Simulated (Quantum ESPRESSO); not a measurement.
# Hf (Im-3m) in Quantum ESPRESSO: further runs, part 2 of 4

Quantum ESPRESSO 7.5.

## (3) Phonon dispersion, PBE

pw.in

```
&CONTROL
  calculation = 'scf'
  prefix = 'pwscf'
  outdir = './tmp'
  pseudo_dir = './pseudo'
  tprnfor = .true.
  tstress = .true.
  disk_io = 'low'
/
&SYSTEM
  ibrav = 0
  nat = 1
  ntyp = 1
  ecutwfc = 36
  ecutrho = 216
  nbnd = 12
  occupations = 'smearing'
  smearing = 'gaussian'
  degauss = 0.01999163
/
&ELECTRONS
  conv_thr = 2d-10
  electron_maxstep = 120
  mixing_beta = 0.5
/
ATOMIC_SPECIES
Hf   178.4900 Hf.GGA_PBE-JTH.UPF
CELL_PARAMETERS angstrom
  -1.8050000000    1.8050000000    1.8050000000
   1.8050000000   -1.8050000000    1.8050000000
   1.8050000000    1.8050000000   -1.8050000000
ATOMIC_POSITIONS crystal
Hf     0.0000000000    0.0000000000    0.0000000000
K_POINTS automatic
10 10 10 0 0 0
```

relax.in

```
&CONTROL
  calculation = 'vc-relax'
  prefix = 'pwscf'
  outdir = './tmp'
  pseudo_dir = './pseudo'
  tprnfor = .true.
  tstress = .true.
  disk_io = 'low'
  nstep = 40
  forc_conv_thr = 0.0001
  etot_conv_thr = 1d-06
/
&SYSTEM
  ibrav = 0
  nat = 1
  ntyp = 1
  ecutwfc = 36
  ecutrho = 216
  nbnd = 12
  occupations = 'smearing'
  smearing = 'gaussian'
  degauss = 0.01999163
/
&ELECTRONS
  conv_thr = 2d-10
  electron_maxstep = 120
  mixing_beta = 0.5
/
&IONS
  ion_dynamics = 'bfgs'
/
&CELL
  cell_dynamics = 'bfgs'
  press = 0
  press_conv_thr = 0.2
/
ATOMIC_SPECIES
Hf   178.4900 Hf.GGA_PBE-JTH.UPF
CELL_PARAMETERS angstrom
  -1.8050000000    1.8050000000    1.8050000000
   1.8050000000   -1.8050000000    1.8050000000
   1.8050000000    1.8050000000   -1.8050000000
ATOMIC_POSITIONS crystal
Hf     0.0000000000    0.0000000000    0.0000000000
K_POINTS automatic
10 10 10 0 0 0
```

scf2.in

```
&CONTROL
  calculation = 'scf'
  prefix = 'pwscf'
  outdir = './tmp'
  pseudo_dir = './pseudo'
  tprnfor = .true.
  tstress = .true.
  disk_io = 'low'
/
&SYSTEM
  ibrav = 0
  nat = 1
  ntyp = 1
  ecutwfc = 36
  ecutrho = 216
  nbnd = 12
  occupations = 'smearing'
  smearing = 'gaussian'
  degauss = 0.01999163
/
&ELECTRONS
  conv_thr = 1d-13
  electron_maxstep = 120
  mixing_beta = 0.5
  startingpot = 'file'
  startingwfc = 'file'
/
ATOMIC_SPECIES
Hf   178.4900 Hf.GGA_PBE-JTH.UPF
CELL_PARAMETERS angstrom
  -1.7760793401    1.7760793401    1.7760793401
   1.7760793401   -1.7760793401    1.7760793401
   1.7760793401    1.7760793401   -1.7760793401
ATOMIC_POSITIONS crystal
Hf     0.0000000000    0.0000000000    0.0000000000
K_POINTS automatic
10 10 10 0 0 0
```

ph.in

```
phonon_bands of Hf
&INPUTPH
  prefix = 'pwscf'
  outdir = './tmp'
  tr2_ph = 1d-16
  fildyn = 'dyn'
  niter_ph = 60
  alpha_mix(1) = 0.4
  ldisp = .true.
  nq1 = 2
  nq2 = 2
  nq3 = 2
/
```

q2r.in

```
&INPUT
  fildyn = 'dyn'
  zasr = 'crystal'
  flfrc = 'fc'
/
```

matdyn.in

```
&INPUT
  asr = 'crystal'
  flfrc = 'fc'
  flfrq = 'freq'
  q_in_cryst_coord = .true.
  flvec = ' '
/
80
 0.0000000000  0.0000000000  0.0000000000
 0.0312500000 -0.0312500000  0.0312500000
 0.0625000000 -0.0625000000  0.0625000000
 0.0937500000 -0.0937500000  0.0937500000
 0.1250000000 -0.1250000000  0.1250000000
 0.1562500000 -0.1562500000  0.1562500000
 0.1875000000 -0.1875000000  0.1875000000
 0.2187500000 -0.2187500000  0.2187500000
 0.2500000000 -0.2500000000  0.2500000000
 0.2812500000 -0.2812500000  0.2812500000
 0.3125000000 -0.3125000000  0.3125000000
 0.3437500000 -0.3437500000  0.3437500000
 0.3750000000 -0.3750000000  0.3750000000
 0.4062500000 -0.4062500000  0.4062500000
 0.4375000000 -0.4375000000  0.4375000000
 0.4687500000 -0.4687500000  0.4687500000
 0.5000000000 -0.5000000000  0.5000000000
 0.4545454545 -0.4545454545  0.5000000000
 0.4090909091 -0.4090909091  0.5000000000
 0.3636363636 -0.3636363636  0.5000000000
 0.3181818182 -0.3181818182  0.5000000000
 0.2727272727 -0.2727272727  0.5000000000
 0.2272727273 -0.2272727273  0.5000000000
 0.1818181818 -0.1818181818  0.5000000000
 0.1363636364 -0.1363636364  0.5000000000
 0.0909090909 -0.0909090909  0.5000000000
 0.0454545455 -0.0454545455  0.5000000000
 0.0000000000  0.0000000000  0.5000000000
 0.0000000000  0.0000000000  0.4583333333
 0.0000000000  0.0000000000  0.4166666667
 0.0000000000  0.0000000000  0.3750000000
 0.0000000000  0.0000000000  0.3333333333
 0.0000000000  0.0000000000  0.2916666667
 0.0000000000  0.0000000000  0.2500000000
 0.0000000000  0.0000000000  0.2083333333
 0.0000000000  0.0000000000  0.1666666667
 0.0000000000  0.0000000000  0.1250000000
 0.0000000000  0.0000000000  0.0833333333
 0.0000000000  0.0000000000  0.0416666667
 0.0000000000  0.0000000000  0.0000000000
 0.0166666667  0.0166666667  0.0166666667
 0.0333333333  0.0333333333  0.0333333333
 0.0500000000  0.0500000000  0.0500000000
 0.0666666667  0.0666666667  0.0666666667
 0.0833333333  0.0833333333  0.0833333333
 0.1000000000  0.1000000000  0.1000000000
 0.1166666667  0.1166666667  0.1166666667
 0.1333333333  0.1333333333  0.1333333333
 0.1500000000  0.1500000000  0.1500000000
 0.1666666667  0.1666666667  0.1666666667
 0.1833333333  0.1833333333  0.1833333333
 0.2000000000  0.2000000000  0.2000000000
 0.2166666667  0.2166666667  0.2166666667
 0.2333333333  0.2333333333  0.2333333333
 0.2500000000  0.2500000000  0.2500000000
 0.2666666667  0.2000000000  0.2666666667
 0.2833333333  0.1500000000  0.2833333333
 0.3000000000  0.1000000000  0.3000000000
 0.3166666667  0.0500000000  0.3166666667
 0.3333333333  0.0000000000  0.3333333333
 0.3500000000 -0.0500000000  0.3500000000
 0.3666666667 -0.1000000000  0.3666666667
 0.3833333333 -0.1500000000  0.3833333333
 0.4000000000 -0.2000000000  0.4000000000
 0.4166666667 -0.2500000000  0.4166666667
 0.4333333333 -0.3000000000  0.4333333333
 0.4500000000 -0.3500000000  0.4500000000
 0.4666666667 -0.4000000000  0.4666666667
 0.4833333333 -0.4500000000  0.4833333333
 0.5000000000 -0.5000000000  0.5000000000
 0.2500000000  0.2500000000  0.2500000000
 0.2222222222  0.2222222222  0.2777777778
 0.1944444444  0.1944444444  0.3055555556
 0.1666666667  0.1666666667  0.3333333333
 0.1388888889  0.1388888889  0.3611111111
 0.1111111111  0.1111111111  0.3888888889
 0.0833333333  0.0833333333  0.4166666667
 0.0555555556  0.0555555556  0.4444444444
 0.0277777778  0.0277777778  0.4722222222
 0.0000000000  0.0000000000  0.5000000000
```

matdyn_dos.in

```
&INPUT
  asr = 'crystal'
  flfrc = 'fc'
  dos = .true.
  fldos = 'phdos'
  nk1 = 15
  nk2 = 15
  nk3 = 15
  deltaE = 1
  flvec = ' '
  flfrq = ' '
/
```

Potentials or basis: JTH 2.0 PBE.

Run with:

```bash
> OMP_NUM_THREADS=1 pw.x -in pw.in > pw.out
> OMP_NUM_THREADS=1 pw.x -in relax.in > relax.out
> OMP_NUM_THREADS=1 pw.x -in scf2.in > scf2.out
> OMP_NUM_THREADS=1 ph.x -in ph.in > ph.out
> OMP_NUM_THREADS=1 q2r.x -in q2r.in > q2r.out
> OMP_NUM_THREADS=1 matdyn.x -in matdyn.in > matdyn.out
> OMP_NUM_THREADS=1 matdyn.x -in matdyn_dos.in > matdyn_dos.out
```

pw.out:

```text
This program is part of the open-source Quantum ESPRESSO suite
     for quantum simulation of materials; please cite
         "P. Giannozzi et al., J. Phys.:Condens. Matter 21 395502 (2009);
         "P. Giannozzi et al., J. Phys.:Condens. Matter 29 465901 (2017);
         "P. Giannozzi et al., J. Chem. Phys. 152 154105 (2020);
     in publications or presentations arising from this work. More details at

     file Hf.GGA_PBE-JTH.UPF: wavefunction(s)  5S 5P 6P 5D 0D renormalized
     Message from routine setup:
     using ibrav=0 with symmetry is DISCOURAGED, use correct ibrav instead

     G-vector sticks info
     --------------------
     sticks:   dense  smooth     PW     G-vecs:    dense   smooth      PW
     Sum         561     375    155                 8583     4585    1205

     Using Slab Decomposition

     bravais-lattice index     =            0
     lattice parameter (alat)  =       5.9079  a.u.
     unit-cell volume          =     158.7407 (a.u.)^3
     number of atoms/cell      =            1
     number of atomic types    =            1
     number of electrons       =        12.00
     number of Kohn-Sham states=           12
     kinetic-energy cutoff     =      36.0000  Ry
     charge density cutoff     =     216.0000  Ry
     scf convergence threshold =      2.0E-10
     mixing beta               =       0.5000
     number of iterations used =            8  plain     mixing
     Exchange-correlation= SLA PW PBX PBC
                           (   1   4   3   4   0   0   0)

     celldm(1)=   5.907948  celldm(2)=   0.000000  celldm(3)=   0.000000
[... 86 lines left out ...]
     Dense  grid:     8583 G-vectors     FFT dimensions: (  27,  27,  27)

     Smooth grid:     4585 G-vectors     FFT dimensions: (  24,  24,  24)

     Check: negative core charge=   -0.000003

     Initial potential from superposition of free atoms

     starting charge      11.9981, renormalised to      12.0000
     Starting wfcs are   18 randomized atomic wfcs

     Self-consistent Calculation

     iteration #  1     ecut=    36.00 Ry     beta= 0.50
     Davidson diagonalization with overlap
     ethr =  1.00E-02,  avg # of iterations =  3.3

     Threshold (ethr) on eigenvalues was too large:
     Diagonalizing with lowered threshold

     Davidson diagonalization with overlap
     ethr =  1.53E-04,  avg # of iterations =  2.4

     total energy              =    -696.20392238 Ry
     estimated scf accuracy    <       0.01880839 Ry
[... 36 lines left out ...]
     iteration #  7     ecut=    36.00 Ry     beta= 0.50
     Davidson diagonalization with overlap
     ethr =  3.70E-12,  avg # of iterations =  3.4

     End of self-consistent calculation

          k = 0.0000 0.0000 0.0000 (   603 PWs)   bands (ev):

   -47.7963 -16.0745 -16.0745 -16.0745   7.0680  15.4297  15.4297  15.4297
    18.0686  18.0686  27.0787  27.0787
[... 228 lines left out ...]
   -47.7018 -16.5623 -16.5623 -16.5623  11.5730  11.5730  20.3557  20.3557
    20.3557  20.7626  20.7626  20.7626

     the Fermi energy is    13.9384 ev

!    total energy              =    -696.20480981 Ry
     total all-electron energy =      -696.204810 Ry
     estimated scf accuracy    <          3.7E-11 Ry
     smearing contrib. (-TS)   =      -0.00559845 Ry
     internal energy E=F+TS    =    -696.19921136 Ry

     The total energy is F=E-TS. E is the sum of the following terms:
     one-electron contribution =     -18.68114786 Ry
     hartree contribution      =      13.01627182 Ry
     xc contribution           =     -26.57754356 Ry
     ewald contribution        =     -76.81859135 Ry
     one-center paw contrib.   =    -587.13820041 Ry

     convergence has been achieved in   7 iterations

     Forces acting on atoms (cartesian axes, Ry/au):

     atom    1 type  1   force =     0.00000000    0.00000000    0.00000000

     Total force =     0.000000     Total SCF correction =     0.000000

     Computing stress (Cartesian axis) and pressure

          total   stress  (Ry/bohr**3)                   (kbar)     P=      -44.52
  -0.00030266   0.00000000   0.00000000          -44.52        0.00        0.00
   0.00000000  -0.00030266   0.00000000            0.00      -44.52        0.00
   0.00000000   0.00000000  -0.00030266            0.00        0.00      -44.52

=------------------------------------------------------------------------------=
   JOB DONE.
=------------------------------------------------------------------------------=
```

relax.out:

```text
This program is part of the open-source Quantum ESPRESSO suite
     for quantum simulation of materials; please cite
         "P. Giannozzi et al., J. Phys.:Condens. Matter 21 395502 (2009);
         "P. Giannozzi et al., J. Phys.:Condens. Matter 29 465901 (2017);
         "P. Giannozzi et al., J. Chem. Phys. 152 154105 (2020);
[... 1983 lines left out ...]
   0.00000000   0.00000216   0.00000000            0.00        0.32        0.00
  -0.00000000  -0.00000000   0.00000216           -0.00       -0.00        0.32

=------------------------------------------------------------------------------=
   JOB DONE.
=------------------------------------------------------------------------------=
```

scf2.out:

```text
This program is part of the open-source Quantum ESPRESSO suite
     for quantum simulation of materials; please cite
         "P. Giannozzi et al., J. Phys.:Condens. Matter 21 395502 (2009);
         "P. Giannozzi et al., J. Phys.:Condens. Matter 29 465901 (2017);
         "P. Giannozzi et al., J. Chem. Phys. 152 154105 (2020);
[... 408 lines left out ...]
   0.00000000   0.00000227   0.00000000            0.00        0.33        0.00
   0.00000000   0.00000000   0.00000227            0.00        0.00        0.33

=------------------------------------------------------------------------------=
   JOB DONE.
=------------------------------------------------------------------------------=
```

It took 2.7 min on 1 thread of Intel Xeon 6975P-C (Granite Rapids), shared host; peak memory 0.11 GiB.

What came out:

```yaml
Free_energy: -9472.3645 eV
Relaxed_volume: 22.41 Å³/atom
Relaxed_cell: a = 3.076 Å, b = 3.076 Å, c = 3.076 Å, α = 109.47°, β = 109.47°, γ = 109.47°
Space_group_after_relaxing_to_0.05_Å: Im-3m (No. 229)
Pressure_after_relaxing: 0.0 GPa
Band_gap_on_the_k_mesh: none (metal or under the smearing width)
Highest_phonon_frequency: 126 cm⁻¹
Most_unstable_mode: 85i cm⁻¹
```

The path:
```tsv
step	energy change (eV)	largest force (eV/Å)	pressure (GPa)	volume (Å³)
1	0.0000	0.0000	-4.45	23.52
2	-0.0115	0.0000	-2.41	22.99
3	-0.0160	0.0000	0.06	22.40
4	-0.0160	0.0000	0.00	22.41
```

Final structure:
```
Hf
1.0
    -1.77608    1.77608    1.77608
     1.77608   -1.77608    1.77608
     1.77608    1.77608   -1.77608
Hf
1
Direct
  0.00000 0.00000 0.00000
```

Levels at points of the mesh, in eV from the Fermi level:
| k point | band 4 | band 5 | band 6 | band 7 | band 8 | band 9 |
| --- | --- | --- | --- | --- | --- | --- |
| (0.00, 0.00, 0.00) | -29.82 | -7.02 | 1.54 | 1.54 | 1.54 | 4.32 |
| (0.00, 0.00, -0.50) | -29.82 | -3.36 | -0.48 | 1.05 | 4.15 | 5.15 |
| (-0.50, -0.50, -0.50) | -30.39 | -2.56 | -2.56 | 6.79 | 6.79 | 6.79 |

Phonon frequencies in cm⁻¹ (negative: imaginary):
| q point | frequencies |
| --- | --- |
| (0.000, 0.000, 0.000) | 0 0 0 |
| (0.219, -0.219, 0.219) | -33 83 83 |
| (0.438, -0.438, 0.438) | 119 124 124 |
| (0.273, -0.273, 0.500) | 77 112 113 |
| (0.000, 0.000, 0.458) | -84 91 94 |
| (0.000, 0.000, 0.167) | -42 46 47 |
| (0.050, 0.050, 0.050) | -16 -16 43 |
| (0.167, 0.167, 0.167) | -33 -33 88 |
| (0.283, 0.150, 0.283) | -40 55 55 |
| (0.400, -0.200, 0.400) | 73 109 109 |
| (0.250, 0.250, 0.250) | 34 34 34 |
| (0.056, 0.056, 0.444) | -82 89 90 |

Phonon frequencies at the corners of the path (cm⁻¹, interpolated; i marks imaginary ones):
```csv
point,frequencies
Γ,0 0 0
H,126 126 126
N,85i 92 94
P,34 34 34
```

Phonon states per cell in windows of 10 cm⁻¹ (negative: imaginary):
```
from (cm⁻¹)  total
        -90   0.02
        -80   0.09
        -70   0.16
        -60   0.24
        -50   0.14
        -40   0.06
        -30   0.03
        -20   0.02
        -10   0.02
          0   0.02
         10   0.02
         20   0.05
         30   0.06
         40   0.10
         50   0.13
         60   0.18
         70   0.26
         80   0.46
         90   0.49
        100   0.25
        110   0.15
        120   0.03
```

Caveat: some modes are imaginary; the cutoff is low for these files, which shifts pressure and relaxed volume; the q mesh is small, so phonon branches between its points and thermal values are rough. Spin-orbit coupling is left out, which matters for the levels of Hf.

[end of part 2 of 4]
